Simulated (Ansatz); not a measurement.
# BaTiO₃: frozen-core PAW against all-electron methods

```yaml
crystal:
  lattice:
    - [4.03653, 0.00000, 0.00000]
    - [0.00000, 2.87438, 2.88325]
    - [0.00000, -2.87438, 2.88325]
  atoms:
    - { symbol: Ba, position: [0.00000, 0.00000, 0.00000] }
    - { symbol: Ti, position: [0.50000, 0.50790, 0.50790] }
    - { symbol: O, position: [0.00000, 0.49210, 0.49210] }
    - { symbol: O, position: [0.50000, 0.50251, 0.99371] }
    - { symbol: O, position: [0.50000, 0.99371, 0.50251] }
```

Atom numbers follow the list: Ba1, Ti2, O3, O4, O5.

The cell is COD entry 9016084, as deposited and not checked against the literature; nothing was relaxed. The listed cell was then made from it by scaling, straining or moving an atom.

No spin–orbit coupling, which matters for the heavy atoms here.

All numbers are computed: DFT, PBE, PAW with Ansatz's default frozen-core files, scalar-relativistic (Ansatz 0.2.0); DFT, PBE, all-electron PAW with datasets made for the crystal, scalar-relativistic (Ansatz 0.2.0); DFT, PBE, all-electron LAPW, scalar-relativistic (Ansatz 0.2.0).

For PAW: a Γ-centred 8×8×8 k mesh, Fermi–Dirac smearing of 0.05 eV, cutoff 420 eV, no spin polarisation. The crystal-made all-electron datasets (AE datasets) take a cutoff of 520 eV at this cell. LAPW targets a basis error of 1 meV/atom. The Ansatz runs share mesh, smearing and spin set-up. Plane-wave (PAW) pressures include the program's estimate of the Pulay term.

Stress and pressure are positive in compression.

The change that made this cell: volume scaled by 1.04.

```json
{"quantity": "pressure (GPa)", "PAW": "-4.22", "AE datasets": "-4.20", "LAPW": "-4.20"}
{"quantity": "stress xx (GPa)", "PAW": "-3.66", "AE datasets": "-3.63", "LAPW": "-3.63"}
{"quantity": "stress yy (GPa)", "PAW": "-4.18", "AE datasets": "-4.16", "LAPW": "-4.16"}
{"quantity": "stress zz (GPa)", "PAW": "-4.82", "AE datasets": "-4.80", "LAPW": "-4.80"}
{"quantity": "force on Ba1, z (eV/Å)", "PAW": "0.085", "AE datasets": "0.085", "LAPW": "0.085"}
{"quantity": "force on Ti2, z (eV/Å)", "PAW": "0.329", "AE datasets": "0.328", "LAPW": "0.328"}
{"quantity": "force on O3, z (eV/Å)", "PAW": "0.103", "AE datasets": "0.103", "LAPW": "0.103"}
{"quantity": "force on O4, z (eV/Å)", "PAW": "-0.259", "AE datasets": "-0.258", "LAPW": "-0.258"}
{"quantity": "band gap (eV)", "PAW": "1.770", "AE datasets": "1.764", "LAPW": "1.764"}
```

PAW's pressure differs from the LAPW value by -0.02 GPa.
